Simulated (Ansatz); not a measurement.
AlNi: equation of state with PBE

The system is AlNi.

```xyz
2
Lattice="2.8810 0.0000 0.0000 0.0000 2.8810 0.0000 0.0000 0.0000 2.8810" Properties=species:S:1:pos:R:3 pbc="T T T"
Ni    1.4405    1.4405    1.4405
Al    0.0000    0.0000    0.0000
```

```
Program             : Ansatz 0.2.0
Task                : equation of state
Functional          : PBE
Potentials or basis : all-electron LAPW, scalar-relativistic
Basis error allowed : 0.0005 eV/atom
k mesh              : 9 × 9 × 9
Occupations         : fermi-dirac, width 0.05 eV
Spin                : collinear spin, ferromagnetic start
Starting moments    : [1.0, 0.0] μB
```

The equilibrium volume is 12.10 Å³/atom. The bulk modulus is 159 GPa. The pressure derivative of the bulk modulus is 4.4.

Energy against volume, from the lowest point:
```tsv
volume (Å³/atom)	energy (meV/atom)
11.239	34.07
11.478	16.87
11.717	5.85
11.956	0.42
12.196	0.00
12.435	4.09
12.674	12.23
```

All runs of the series together: 69 s on 2 threads of Arm Neoverse V1, on a shared host.

Caveat: the starting moments weren't kept. Zero-point motion and thermal expansion aren't in these numbers.
